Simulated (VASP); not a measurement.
# VASP 6.6.1 run: ZnSe

INCAR

```
SIGMA = 0.02
NELMIN = 8
LWAVE = .FALSE.
ISMEAR = -1
GGA = PE
NELM = 92
LASPH = .TRUE.
PREC = Accurate
ENCUT = 520
EDIFF = 1E-7
ISIF = 2
LREAL = .FALSE.
NSW = 0
NBANDS = 16
LCHARG = .FALSE.
IBRION = -1
```

KPOINTS

```
KPOINTS created by Atomic Simulation Environment
0
Gamma
12 12 12
0 0 0
```

POSCAR

```
Zn Se
 1.0000000000000000
     0.0000000000000000    2.8040964774999999    2.8658848607000000
     2.8040964774999999    0.0000000000000000    2.8658848607000000
     2.8040964774999999    2.8040964774999999    0.0000000000000000
 Zn  Se
   1   1
Cartesian
  0.0000000000000000  0.0000000000000000  0.0000000000000000
  1.4020482387500000  1.4020482387500000  1.4329424303500000
```

The recommended PBE PAW datasets give the neutral cell 18 valence electrons.

Command

```
mpirun -np 1 vasp_std
```

Predict the outcome of this run.

It converged. Results: gap between bands v and c on the k mesh 1.30 eV; least direct gap on the k mesh 1.30 eV; pressure 3.0 GPa. Band v is the last that the valence electrons fill when counted band by band, and c is the next.

OSZICAR

```
N       E                     dE             d eps       ncg     rms          rms(c)
DAV:   1     0.875030805073E+02    0.87503E+02   -0.87717E+03  5224   0.129E+03
DAV:   2    -0.743109498471E+00   -0.88246E+02   -0.82703E+02  5800   0.253E+02
DAV:   3    -0.625595296705E+01   -0.55128E+01   -0.54924E+01  6432   0.617E+01
DAV:   4    -0.629977115777E+01   -0.43818E-01   -0.43814E-01  6344   0.587E+00
DAV:   5    -0.629997283207E+01   -0.20167E-03   -0.20167E-03  6712   0.363E-01    0.484E+00
DAV:   6    -0.603101416187E+01    0.26896E+00   -0.53181E-01  7752   0.241E+01    0.368E+00
DAV:   7    -0.601181886082E+01    0.19195E-01   -0.15626E-01  6200   0.354E+00    0.157E+00
DAV:   8    -0.601159044392E+01    0.22842E-03   -0.44154E-03  7024   0.683E-01    0.455E-01
DAV:   9    -0.601181183760E+01   -0.22139E-03   -0.10921E-03  6208   0.252E-01    0.660E-02
DAV:  10    -0.601191969526E+01   -0.10786E-03   -0.19987E-04  6784   0.105E-01    0.229E-02
DAV:  11    -0.601191120000E+01    0.84953E-05   -0.37864E-05  5936   0.512E-02    0.478E-03
DAV:  12    -0.601191225540E+01   -0.10554E-05   -0.51051E-06  7048   0.133E-02    0.265E-03
DAV:  13    -0.601191248194E+01   -0.22653E-06   -0.48693E-07  6400   0.516E-03    0.106E-03
DAV:  14    -0.601191247355E+01    0.83867E-08   -0.33310E-08  5680   0.211E-03
   1 F= -.60119125E+01 E0= -.60119125E+01  d E =-.291522E-12
```

For comparison, a separate PBE run of the intended cell, on usual settings and not on those above, gives a gap of 1.30 eV on its mesh and a pressure of 3.0 GPa.
